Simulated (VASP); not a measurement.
# TaN (P6_3/mmc) in VASP: further runs

The runs below take TaN through single point, with PBE+U.

Everything below comes from runs of VASP 6.6.1. Logs are shortened: lines on timing, memory, paths and dates and some standing lists are left out, and cuts for length are marked.

## (1) The crystal as given

The structure is hexagonal, space group P6_3/mmc (No. 194). Conventional cell: a = 3.048 Å, b = 3.048 Å, c = 4.918 Å, α = 90.00°, β = 90.00°, γ = 120.00°. Around Ta (site symmetry -3m) lie 6 N at 2.15 Å and 2 Ta at 2.46 Å. N (site symmetry -6m2) is surrounded by 6 Ta at 2.15 Å.

## (2) Single point, PBE+U, collinear spin, typed start

Contents of INCAR:

```
SYSTEM = TaN
PREC = Accurate
ENCUT = 520
EDIFF = 1E-7
ISMEAR = 0
SIGMA = 0.05
LREAL = .FALSE.
LASPH = .TRUE.
NELM = 150
ALGO = Normal
ISIF = 2
LWAVE = .FALSE.
LCHARG = .FALSE.
ISPIN = 2
MAGMOM = 2 -2 0 0
LORBIT = 11
LMAXMIX = 4
LDAU = .TRUE.
LDAUTYPE = 2
LDAUL = 2 -1
LDAUU = 4 0
LDAUJ = 0 0
LDAUPRINT = 1
GGA = PE
NBANDS = 28
```

Contents of KPOINTS:

```
regular mesh
0
G
  7 7 4
  0 0 0
```

Contents of POSCAR:

```
TaN
1.0
    3.0480018400      0.0000000000      0.0000000000
   -1.5240009200      2.6396470300      0.0000000000
    0.0000000000      0.0000000000      4.9179997800
Ta N
2 2
Direct
    0.0000000000      0.0000000000      0.0000000000
    0.0000000000      0.0000000000      0.5000000000
    0.3333333333      0.6666666667      0.2500000000
    0.6666666667      0.3333333333      0.7500000000
```

Potentials or basis: VASP PAW PBE potentials, release 64 (Ta_pv, N).

Run with:

```
$ cat potpaw_PBE.64/Ta_pv/POTCAR potpaw_PBE.64/N/POTCAR > POTCAR
$ mpirun -np 1 vasp_std > vasp.out
```

OUTCAR:

```text
SYSTEM = TaN
   PREC = Accurate
   ENCUT = 520
   EDIFF = 1E-7
   ISMEAR = 0
   LREAL = .FALSE.
   LASPH = .TRUE.
   NELM = 150
   ISIF = 2
   ISPIN = 2
   LORBIT = 11
   GGA = PE

 ion  position               nearest neighbor table
   1  0.000  0.000  0.000-   3 2.15   4 2.15   4 2.15   3 2.15   4 2.15   3 2.15   2 2.46   2 2.46

   2  0.000  0.000  0.500-   3 2.15   4 2.15   4 2.15   3 2.15   4 2.15   3 2.15   1 2.46   1 2.46

   3  0.333  0.667  0.250-   1 2.15   2 2.15   1 2.15   2 2.15   1 2.15   2 2.15
   4  0.667  0.333  0.750-   1 2.15   2 2.15   1 2.15   2 2.15   1 2.15   2 2.15

  LATTYP: Found a hexagonal cell.
 ALAT       =     3.0480018400
 C/A-ratio  =     1.6135160142

  Lattice vectors:

 A1 = (   3.0480018400,   0.0000000000,   0.0000000000)
 A2 = (  -1.5240009200,   2.6396470300,   0.0000000000)
 A3 = (   0.0000000000,   0.0000000000,   4.9179997800)

Analysis of symmetry for initial positions (statically):
=====================================================================
 Subroutine PRICEL returns:
 Original cell was already a primitive cell.

 Routine SETGRP: Setting up the symmetry group for a
 hexagonal supercell.

 Subroutine GETGRP returns: Found 24 space group operations
 (whereof 12 operations were pure point group operations)
 out of a pool of 24 trial point group operations.

The static configuration has the point symmetry D_3d.
 The point group associated with its full space group is D_6h.

Analysis of symmetry for dynamics (positions and initial velocities):
=====================================================================
 Subroutine PRICEL returns:
 Original cell was already a primitive cell.

 Routine SETGRP: Setting up the symmetry group for a
 hexagonal supercell.

 Subroutine GETGRP returns: Found 24 space group operations
 (whereof 12 operations were pure point group operations)
 out of a pool of 24 trial point group operations.

The dynamic configuration has the point symmetry D_3d.
 The point group associated with its full space group is D_6h.

Analysis of structural, dynamic, and magnetic symmetry:
=====================================================================
 Subroutine PRICEL returns:
 Original cell was already a primitive cell.

 Routine SETGRP: Setting up the symmetry group for a
 hexagonal supercell.

 Subroutine GETGRP returns: Found 24 space group operations
 (whereof 12 operations were pure point group operations)
 out of a pool of 24 trial point group operations.

The overall configuration has the point symmetry D_3d.
[... 211 lines left out ...]
  o =  0.3871  v =  0.0000  0.0000  0.0000  0.0000  0.0000 -0.0000 -0.0000  1.0000  0.0000  0.0000      0.0000  0.0000  0.0000  0.0000  0.0000  0.0000  0.0000  0.0000  0.0000  0.0000
  o =  0.3871  v = -0.0000 -0.0000  1.0000  0.0000  0.0000  0.0000  0.0000  0.0000  0.0000  0.0000      0.0000  0.0000  0.0000  0.0000  0.0000  0.0000  0.0000  0.0000  0.0000  0.0000

 number of electron      32.0000002 magnetization      -0.0000000

 Free energy of the ion-electron system (eV)
  ---------------------------------------------------
  ext. energy  EPLUGINS =         0.00000000
  ---------------------------------------------------
  free energy    TOTEN  =       -33.51194281 eV

  energy without entropy =      -33.51025137  energy(sigma->0) =      -33.51109709

 E-fermi :  10.4581     XC(G=0): -13.7586

 val. band max:       10.4506250885   @ k =   0.4286   0.1429   0.2500
 cond. band min:      10.5768235285   @ k =   0.0000   0.0000   0.5000
 fundamental gap:      0.1261984400
 Fermi energy:        10.4580530936

 spin component 1

 k-point     1 :       0.0000    0.0000    0.0000
  band No.  band energies     occupation
      1     -27.4891      1.00000
      2     -25.7208      1.00000
      3     -25.7208      1.00000
      4     -25.3519      1.00000
      5     -25.3519      1.00000
      6     -24.4856      1.00000
[... 733 lines left out ...]
     27      21.0475      0.00000
     28      21.0475      0.00000
 Fermi energy:        10.4580530936

 spin component 2

 k-point     1 :       0.0000    0.0000    0.0000
  band No.  band energies     occupation
      1     -27.4891      1.00000
      2     -25.7208      1.00000
      3     -25.7208      1.00000
      4     -25.3519      1.00000
      5     -25.3519      1.00000
      6     -24.4856      1.00000
[... 733 lines left out ...]
     27      21.0475      0.00000
     28      21.0475      0.00000

------------------------ aborting loop because EDIFF is reached ----------------------------------------

  FORCE on cell =-STRESS in cart. coord.  units (eV):
  Direction    XX          YY          ZZ          XY          YZ          ZX
  --------------------------------------------------------------------------------------
  -------------------------------------------------------------------------------------
  Total       10.9881024     10.9881025     34.0291051      0.0000000      0.0000000      0.0000000
  in kB      444.9218093    444.9218113   1377.8804044      0.0000000      0.0000000      0.0000000
  external PRESSURE =     755.9080083 kB  Pullay stress =       0.0000000 kB

 VOLUME and BASIS-vectors are now :
 -----------------------------------------------------------------------------
  energy-cutoff  :      520.00
  volume of cell :       39.57
      direct lattice vectors                 reciprocal lattice vectors
     3.048001840  0.000000000  0.000000000     0.328083791  0.189419265  0.000000000
    -1.524000920  2.639647030  0.000000000     0.000000000  0.378838530  0.000000000
     0.000000000  0.000000000  4.917999780     0.000000000  0.000000000  0.203334698

 POSITION                                       TOTAL-FORCE (eV/Angst)
 -----------------------------------------------------------------------------------
      0.00000      0.00000      0.00000         0.000000      0.000000      0.000000
      0.00000      0.00000      2.45900         0.000000      0.000000      0.000000
     -0.00000      1.75976      1.22950         0.000000      0.000000      0.000000
      1.52400      0.87988      3.68850        -0.000000     -0.000000     -0.000000
 -----------------------------------------------------------------------------------
    total drift:                               -0.000000      0.000000      0.000000

  FREE ENERGIE OF THE ION-ELECTRON SYSTEM (eV)
  ---------------------------------------------------
  free  energy   TOTEN  =       -33.5119428118 eV

  energy  without entropy=      -33.5102513650  energy(sigma->0) =      -33.51109709

 total charge

# of ion       s       p       d       tot
------------------------------------------
    1        0.341   6.311   2.600   9.252
    2        0.341   6.311   2.600   9.252
    3        1.239   2.613   0.000   3.852
    4        1.239   2.613   0.000   3.852
--------------------------------------------------
tot          3.161  17.847   5.200  26.208

 magnetization (x)

# of ion       s       p       d       tot
------------------------------------------
    1       -0.000  -0.000  -0.000  -0.000
    2        0.000   0.000   0.000   0.000
    3        0.000   0.000   0.000   0.000
    4        0.000   0.000   0.000   0.000
--------------------------------------------------
tot          0.000   0.000   0.000   0.000
```

It took 94 s on 1 thread of Intel Xeon Platinum 8375C at 2.90GHz (Ice Lake), shared host; peak memory 0.2 GiB.

What came out:

```yaml
Free_energy: -33.5119 eV
Pressure: 75.6 GPa
Band_gap_on_the_k_mesh: none (metal or under the smearing width)
Net_moment: 0.00 μB per cell
Valence_electrons_inside_the_program's_atomic_spheres: Ta 9.25; N 3.85
```

Eigenvalues of the final occupation matrices:
| site | spin | trace | eigenvalues |
| --- | --- | --- | --- |
| site 1 d | 1 | 1.33 | 0.21 0.21 0.26 0.26 0.39 |
| site 1 d | 2 | 1.33 | 0.21 0.21 0.26 0.26 0.39 |
| site 2 d | 1 | 1.33 | 0.21 0.21 0.26 0.26 0.39 |
| site 2 d | 2 | 1.33 | 0.21 0.21 0.26 0.26 0.39 |

Caveat: a pressure of tens of GPa on the cell as given is suspect, and the run, the potentials or the cell itself is likely at fault. The state reached can hang on the start; a lower one may exist.

## (3) Single point, PBE+U, collinear spin, zero start

Contents of INCAR:

```
PREC = Accurate
ENCUT = 520
EDIFF = 1E-6
ISMEAR = 0
SIGMA = 0.05
LREAL = F
LASPH = T
NELM = 150
ALGO = Fast
ISIF = 2
LWAVE = F
LCHARG = F
ISPIN = 2
MAGMOM = 0 0 0 0
LORBIT = 11
LMAXMIX = 4
LDAU = T
LDAUTYPE = 2
LDAUL = 2 -1
LDAUU = 4 0
LDAUJ = 0 0
LDAUPRINT = 1
GGA = PE
NBANDS = 28
```

Contents of KPOINTS:

```
regular mesh
0
Gamma
  7 7 4
```

POSCAR is that of step 2.

Potentials or basis: VASP PAW PBE potentials, release 64 (Ta_pv, N).

Run with:

```
$ cat potpaw_PBE.64/Ta_pv/POTCAR potpaw_PBE.64/N/POTCAR > POTCAR
$ mpirun -np 1 vasp_std > vasp.out
```

It took 86 s on 1 thread of Intel Xeon Platinum 8375C at 2.90GHz (Ice Lake), shared host; peak memory 0.2 GiB.

The run converged. Its results:

| Property | Result |
| --- | --- |
| Free energy | -33.5119 eV |
| Pressure | 75.6 GPa |
| Band gap on the k mesh | none (metal or under the smearing width) |
| Net moment | 0.00 μB per cell |
| Valence electrons inside the program's atomic spheres | Ta 9.25; N 3.85 |

Stress tensor (GPa, compression positive):
```
 44.49   0.00   0.00
  0.00  44.49   0.00
  0.00   0.00 137.79
```

Levels at points of the mesh, in eV from the Fermi level:
Spin up:
| k point | band 12 | band 13 | band 14 | band 15 | band 16 | band 17 | band 18 | band 19 | band 20 | band 21 |
| --- | --- | --- | --- | --- | --- | --- | --- | --- | --- | --- |
| (0.00, 0.00, 0.00) | -5.54 | -3.98 | -3.98 | -3.97 | -1.73 | -1.73 | -0.40 | -0.40 | 2.36 | 3.86 |
| (0.00, 0.00, 0.50) | -6.49 | -6.49 | -6.49 | -0.31 | -0.31 | 0.12 | 0.12 | 0.12 | 0.12 | 4.69 |
Spin down:
```
           k point  band 13  band 14  band 15  band 16  band 17  band 18  band 19  band 20
(0.00, 0.00, 0.00)    -3.98    -3.98    -3.97    -1.73    -1.73    -0.40    -0.40     2.36
(0.00, 0.00, 0.50)    -6.49    -6.49    -0.31    -0.31     0.12     0.12     0.12     0.12
```

Eigenvalues of the final occupation matrices:
```
    site  spin  trace               eigenvalues
site 1 d     1   1.33  0.21 0.21 0.26 0.26 0.39
site 1 d     2   1.33  0.21 0.21 0.26 0.26 0.39
site 2 d     1   1.33  0.21 0.21 0.26 0.26 0.39
site 2 d     2   1.33  0.21 0.21 0.26 0.26 0.39
```

Caveat: a pressure of tens of GPa on the cell as given is suspect, and the run, the potentials or the cell itself is likely at fault. The run has no spin-orbit coupling, so splittings on Ta are missing.

## (4) Single point, PBE+U, collinear spin, zero start

Contents of INCAR:

```
PREC = Accurate
ENCUT = 520
EDIFF = 1E-6
ISMEAR = 0
SIGMA = 0.05
LREAL = False
LASPH = True
NELM = 150
ALGO = Normal
ISIF = 2
LWAVE = False
LCHARG = False
ISPIN = 2
MAGMOM = 0 0 0 0
LORBIT = 11
LMAXMIX = 4
LDAU = True
LDAUTYPE = 2
LDAUL = 2 -1
LDAUU = 4 0
LDAUJ = 0 0
LDAUPRINT = 1
GGA = PE
NBANDS = 28
```

Contents of KPOINTS:

```
Automatic mesh
0
Gamma
  7 7 4
```

POSCAR is that of step 3.

Run with:

```
$ cat potpaw_PBE.64/Ta_pv/POTCAR potpaw_PBE.64/N/POTCAR > POTCAR
$ mpirun -np 1 vasp_std > vasp.out
```

Run time: 62 s. Hardware: 1 thread of Intel Xeon Platinum 8375C at 2.90GHz (Ice Lake), shared host; peak memory 0.2 GiB.

The run converged. Its results:

| Item | Value |
| --- | --- |
| Free energy | -33.5119 eV |
| Pressure | 75.6 GPa |
| Band gap on the k mesh | none (metal or under the smearing width) |
| Net moment | 0.00 μB per cell |
| Valence electrons inside the program's atomic spheres | Ta 9.25; N 3.85 |

Stress tensor (GPa, compression positive):
```
 44.50   0.00   0.00
  0.00  44.50   0.00
  0.00   0.00 137.79
```

Levels at points of the mesh, in eV from the Fermi level:
Spin up:
```
           k point  band 12  band 13  band 14  band 15  band 16  band 17  band 18  band 19  band 20  band 21
(0.00, 0.00, 0.00)    -5.54    -3.98    -3.98    -3.97    -1.73    -1.73    -0.40    -0.40     2.36     3.86
(0.00, 0.00, 0.50)    -6.49    -6.49    -6.49    -0.31    -0.31     0.12     0.12     0.12     0.12     4.69
```
Spin down:
```tsv
k point	band 13	band 14	band 15	band 16	band 17	band 18	band 19	band 20
(0.00, 0.00, 0.00)	-3.98	-3.98	-3.97	-1.73	-1.73	-0.40	-0.40	2.36
(0.00, 0.00, 0.50)	-6.49	-6.49	-0.31	-0.31	0.12	0.12	0.12	0.12
```

Eigenvalues of the final occupation matrices:
```
    site  spin  trace               eigenvalues
site 1 d     1   1.33  0.21 0.21 0.26 0.26 0.39
site 1 d     2   1.33  0.21 0.21 0.26 0.26 0.39
site 2 d     1   1.33  0.21 0.21 0.26 0.26 0.39
site 2 d     2   1.33  0.21 0.21 0.26 0.26 0.39
```

Caveat: a pressure of tens of GPa on the cell as given is suspect, and the run, the potentials or the cell itself is likely at fault. The state reached can hang on the start; a lower one may exist.
